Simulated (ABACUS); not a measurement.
The system is InP.

```xyz
2
Lattice="0.0000 2.9305 2.9305 2.9305 0.0000 2.9305 2.9305 2.9305 0.0000" Properties=species:S:1:pos:R:3 pbc="T T T"
In    0.0000    0.0000    0.0000
P     4.3957    4.3957    4.3957
```

Base run:

| Quantity | Value |
| --- | --- |
| Program | ABACUS 3.10.1 |
| Functional | PBE |
| Potentials or basis | PseudoDojo NC SR 0.4.1 PBE standard |
| Cutoff | 966 eV |
| Density cutoff | 3864 eV |
| Basis | plane waves |
| k mesh | 8 × 8 × 8 |
| Occupations | fermi-dirac, width 0.05 eV |
| Spin | no spin polarisation |

Its results: band gap on the k mesh 0.71 eV, direct; pressure 3.4 GPa.

Problem. The run is repeated on the same cell with these changes: cutoff from 966 eV to 1361 eV; density cutoff from 3864 eV to 5442 eV; basis from plane waves to DZP LCAO (the cutoffs set its grid). What comes out?

Solution. Band gap on the k mesh 0.95 eV, direct; pressure 4.1 GPa.

Caveats: spin-orbit coupling is left out, which moves the levels of the heavy elements; the atomic orbitals were generated for these runs and aren't a published set (some runs); the basis of atomic orbitals isn't converged, which shifts pressures, moduli and gaps (some runs).

A k mesh can miss the band edges.

Not every run made on this cell is shown here.
